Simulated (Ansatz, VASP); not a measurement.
**One calculation of ZrB2, two programs**

```xyz
3
Lattice="3.2117 0.0000 0.0000 -1.6059 2.7814 0.0000 0.0000 0.0000 3.5795" Properties=species:S:1:pos:R:3 pbc="T T T"
Zr    0.0000    0.0000    0.0000
B     0.0000    1.8543    1.7897
B     1.6059    0.9271    1.7897
```

Alike in both runs: task relaxation of cell and atoms; functional PBE; k mesh 12 × 12 × 9; occupations fermi-dirac, width 0.05 eV; no spin polarisation.

|  | VASP | Ansatz |
| --- | --- | --- |
| version | VASP 6.6.1 | Ansatz 0.2.0 |
| potentials or method | VASP PAW PBE potentials, release 64 (Zr_sv, B), cutoff 600 eV | all-electron LAPW, scalar-relativistic |

|  | VASP | Ansatz | Ansatz less VASP |
| --- | --- | --- | --- |
| relaxed volume (Å³/atom) | 10.29 | 10.28 | -0.009 |
| relaxed cell length with the largest relative difference (Å) | 3.172 | 3.171 | -0.0009 |
| energy change over the relaxation (meV/atom) | -10 | -10 | -0.2 |

Ansatz ran all-electron here, so the differences hold the error of VASP's frozen core and of both bases.
